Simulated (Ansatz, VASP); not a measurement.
## BAs in VASP and in Ansatz

```xyz
2
Lattice="0.0000 2.3885 2.3885 2.3885 0.0000 2.3885 2.3885 2.3885 0.0000" Properties=species:S:1:pos:R:3 pbc="T T T"
As    3.5827    3.5827    3.5827
B     0.0000    0.0000    0.0000
```

Alike in both runs: task single point; functional PBE; k mesh 10 × 10 × 10; occupations gaussian, width 0.012 eV; no spin polarisation.

|  | VASP | Ansatz |
| --- | --- | --- |
| version | VASP 6.6.1 | Ansatz 0.2.0 |
| potentials or method | VASP PAW PBE potentials, release 64 (As, B) | Ansatz PAW |
| plane-wave cutoff (eV) | 520 | 420 |
| valence electrons in the cell | 8 | 18 |

VASP gave:

* gap on the k mesh at the Fermi level (eV): 1.18
* least direct gap on the mesh (eV): 3.28
* pressure (GPa): 3.4

Which values does Ansatz return?

gap on the k mesh at the Fermi level (eV): 1.18; least direct gap on the mesh (eV): 3.28; pressure (GPa): 2.8.

The functional is the same, so the differences come from potentials, cutoffs and numerics. The two sets of potentials don't hold the same shells in valence.

A k mesh can miss the band edges. Expect the measured gap to be larger: semilocal functionals such as PBE lack the derivative discontinuity.
